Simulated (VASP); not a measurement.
Set up this calculation in VASP 6.6.1, as the native input.

```
Task                   : relaxation of cell and atoms
Functional             : LDA
Potentials or basis    : VASP PAW LDA potentials, release 64 (Sn_d, O)
Cutoff                 : 600 eV
k mesh                 : 8 × 8 × 8
Occupations            : gaussian, width 0.02 eV
Spin                   : no spin polarisation
Ladder                 : gaps
Further INCAR settings : ALGO = Normal; EDIFF = 1e-06; IBRION = 2; EDIFFG = -0.01; NSW = 60; ISIF = 3
```

The structure of SnO2 lies in POSCAR:

```
SnO2
1.0
    1.6170930752      0.9336291223      4.8005925840
   -1.6170930752      0.9336291223      4.8005925840
    0.0000000000     -1.8672582446      4.8005925840
Sn O
1 2
Direct
    0.5000000000      0.5000000000      0.5000000000
    0.7628300000      0.7628300000      0.7628300000
    0.2371700000      0.2371700000      0.2371700000
```

Measurements of this composition are mostly on another form, of space group No. 136.

These files were run (other wordings do the same):

INCAR

```
PREC = Accurate
ENCUT = 600
EDIFF = 1E-6
ISMEAR = 0
SIGMA = 0.02
LREAL = False
LASPH = True
NELM = 80
ALGO = Normal
ISIF = 3
LWAVE = False
LCHARG = False
IBRION = 2
NSW = 60
EDIFFG = -0.01
```

KPOINTS

```
regular mesh
0
Gamma
  8 8 8
```

Potentials or basis: VASP PAW LDA potentials, release 64 (Sn_d, O).

Launch:

```sh
$ cat potpaw_LDA.64/Sn_d/POTCAR potpaw_LDA.64/O/POTCAR > POTCAR
$ mpirun -np 1 vasp_std > vasp.out
```

It gave:

* Relaxed volume: 12.07 Å³/atom
* Relaxed cell: a = 4.447 Å, b = 4.447 Å, c = 4.447 Å, α = 42.42°, β = 42.42°, γ = 42.42°
* Space group after relaxing (to 0.05 Å): R-3m (No. 166)
* Energy gained by relaxing: 46.6 meV/atom
* Ionic steps: 27
* Pressure after relaxing: 0.0 GPa
* Largest force after relaxing: 0.006 eV/Å
* Band gap on the k mesh: 1.46 eV, direct

Caveat: the volume moved by over 15 % at a fixed basis, so the end points are rough; spin-orbit coupling is left out, which moves the levels of the heavy elements.

Wall time 22 min on 1 thread of Intel(R) Xeon(R) Platinum 8259CL CPU @ 2.50GHz (Skylake/Cascade Lake) (shared host), peak memory 0.27 GiB.
